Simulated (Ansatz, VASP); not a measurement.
## SrO: VASP beside Ansatz

```
Sr O
1.0
     0.00000    2.58015    2.58015
     2.58015    0.00000    2.58015
     2.58015    2.58015    0.00000
Sr O
1 1
Direct
  0.00699 0.00699 0.00699
  0.50000 0.50000 0.50000
```

Change from the starting cell: all Sr atoms moved +0.062 Å, as atom 1 along Cartesian [1 1 1].

Alike in both runs: task single point; functional r2SCAN; k mesh 8 × 8 × 8; occupations gaussian, width 0.05 eV; no spin polarisation.

|  | VASP | Ansatz |
| --- | --- | --- |
| version | VASP 6.6.1 | Ansatz 0.2.0 |
| potentials or method | VASP PAW PBE potentials, release 64 (Sr_sv, O) | scalar-relativistic, plane waves, PAW |
| plane-wave cutoff (eV) | 520 | 500 |
| valence electrons in the cell | 16 | 16 |

```tsv
	VASP	Ansatz	Ansatz less VASP
gap on the k mesh at the Fermi level (eV)	3.78	3.83	+0.051
least direct gap on the mesh (eV)	3.86	3.90	+0.040
pressure (GPa)	0.6	0.1	-0.53
rms of the force components (eV/Å)	0.088	0.082	-0.0053
```

Atom by atom the forces differ by 0.005 eV/Å (rms over components). With one functional, cell and mesh, what is left measures potentials, basis and numerics.

Caveats: the PAW data sets were made with another functional, which shifts forces and pressure a little (VASP). A k mesh can miss the band edges.
